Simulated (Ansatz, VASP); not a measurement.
## Two plane-wave programs on Hf

```
Hf
1.0
    -1.69946    1.69946    1.69946
     1.69946   -1.69946    1.69946
     1.69946    1.69946   -1.69946
Hf
1
Direct
  0.00000 0.00000 0.00000
```

Alike in both runs: task single point; functional PBE; k mesh 18 × 18 × 18; occupations gaussian, width 0.05 eV; no spin polarisation.

|  | VASP | Ansatz |
| --- | --- | --- |
| version | VASP 6.6.1 | Ansatz 0.2.0 |
| potentials or method | VASP PAW PBE potentials, release 64 (Hf_pv) | scalar-relativistic, plane waves, PAW |
| plane-wave cutoff (eV) | 520 | 420 |
| valence electrons in the cell | 10 | 26 |

Ansatz gave:

```
gap on the k mesh at the Fermi level (eV) : none
pressure (GPa)                            : 15.6
```

Q: Which values does VASP return?

A: gap on the k mesh at the Fermi level (eV): none; pressure (GPa): 15.3.

A gap of «none» marks a metal or a gap that the smearing closes. The two sets of potentials don't hold the same shells in valence.

Caveats: so large a pressure means that the cell lies far from this level's equilibrium, or that cutoff or potentials fall short (VASP). Spin-orbit coupling is left out, which matters for the levels of Hf.
